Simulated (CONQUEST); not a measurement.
Runs of CONQUEST 1.3 on Al. Symmetry: Im-3m, No. 229, cubic system. The conventional cell has a = 3.182 Å, b = 3.182 Å, c = 3.182 Å, α = 90.00°, β = 90.00°, γ = 90.00°. Around Al (site symmetry m-3m) lie 8 Al at 2.76 Å. This isn't the form of Al at room conditions, which is fcc.

| task | level | potentials or basis | cell | k mesh | smearing | SCF tolerance | optimiser | max steps of the ions | ensemble | temperature | mesh quality | gap on the mesh (eV) | pressure (GPa) | largest force (eV/Å) |
| --- | --- | --- | --- | --- | --- | --- | --- | --- | --- | --- | --- | --- | --- | --- |
| density of states | PBEsol | PseudoDojo NC PBEsol, SZP, grid cutoff 80 Ha | as given | 7 × 7 × 7 | fermi-dirac 0.027 eV | 1e-06 | - | - | - | - | not flagged | none | - | - |
| single point | PBE | PseudoDojo NC PBE, DZP, grid cutoff 120 Ha | atoms of the box moved at random, drawn with an rms of 0.05 Å | 8 × 8 × 8 | fermi-dirac 0.05 eV | 1e-06 | - | - | - | - | not flagged | none | 4.9 | 0.26 |
| relaxation of the atoms | WC | PseudoDojo NC PBEsol, SZ, grid cutoff 120 Ha | atoms relaxed from: atoms of the box moved at random, drawn with an rms of 0.05 Å | 5 × 5 × 5 | fermi-dirac 0.027 eV | 1e-06 | cg | 30 | - | - | coarse | none | 22.0 | 0.03 |
| density of states | PW91 | PseudoDojo NC PBE, DZP, grid cutoff 80 Ha | volume scaled by 0.8 | 7 × 7 × 7 | fermi-dirac 0.1 eV | 1e-06 | - | - | - | - | not flagged | none | - | - |
| single point | PBE | PseudoDojo NC PBE, DZP, grid cutoff 120 Ha | as given | 8 × 8 × 8 | fermi-dirac 0.05 eV | 1e-06 | - | - | - | - | not flagged | none | 4.7 | - |
| single point | RPBE | PseudoDojo NC PBE, DZP, grid cutoff 120 Ha | atoms of the box moved at random, drawn with an rms of 0.05 Å | 5 × 5 × 5 | fermi-dirac 0.1 eV | 1e-06 | - | - | - | - | coarse | none | 6.3 | 0.26 |
| single point | LDA | PseudoDojo NC LDA, DZP, multi-site functions of range 8 bohr, grid cutoff 100 Ha | volume scaled by 0.88 | 6 × 6 × 6 | methfessel-paxton of order 1 0.2 eV | 1e-06 | - | - | - | - | not flagged | none | (a) | - |

Alike in all rows: no spin polarisation.

Question: Estimate the missing entries.

Answer: (a) -1.5.

Caveats: some runs use coarse meshes; the basis of atomic orbitals isn't converged, which shifts pressures, moduli and gaps; the potentials were made for another functional, which shifts forces and pressure (some runs); the atomic basis is small (some runs); the box holds several primitive cells, so bands are folded and the points are those of the box's own zone (some runs); the energies along the path lack the entropy term of the smearing (some runs); multi-site functions contract the basis, which raises the energy a little and makes forces and stress less exact (some runs).

A gap of «none» marks a metal or a gap under the smearing width.
